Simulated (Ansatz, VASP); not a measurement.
**One calculation of Pb, two programs**

```
Pb
1.0
     3.48946    0.00000    0.00000
    -1.74473    3.02196    0.00000
     0.00000    0.00000    5.75270
Pb
2
Direct
  0.33333 0.66667 0.25000
  0.66667 0.33333 0.75000
```

Alike in both runs: task relaxation of cell and atoms; functional PBE; dispersion D3(BJ); k mesh 15 × 15 × 8; occupations fermi-dirac, width 0.15 eV; no spin polarisation.

|  | VASP | Ansatz |
| --- | --- | --- |
| version | VASP 6.6.1 | Ansatz 0.2.0 |
| potentials or method | VASP PAW PBE potentials, release 64 (Pb_d) | scalar-relativistic, plane waves, PAW |
| plane-wave cutoff (eV) | 600 | 420 |
| valence electrons in the cell | 28 | 28 |

|  | VASP | Ansatz | Ansatz less VASP |
| --- | --- | --- | --- |
| gap on the k mesh at the Fermi level, each at its own relaxed structure (eV) | none | none | - |
| relaxed volume (Å³/atom) | 30.37 | 30.37 | -0.004 |
| relaxed cell length with the largest relative difference (Å) | 3.487 | 3.487 | -0.0002 |

A gap of «none» marks a metal or a gap that the smearing closes. Ansatz warned: «relaxed_geometry_near_dispersion_switch».

Caveats: pairwise dispersion overbinds metals, which lowers pressure and volume. The runs have no spin-orbit coupling, so splittings on Pb are missing.
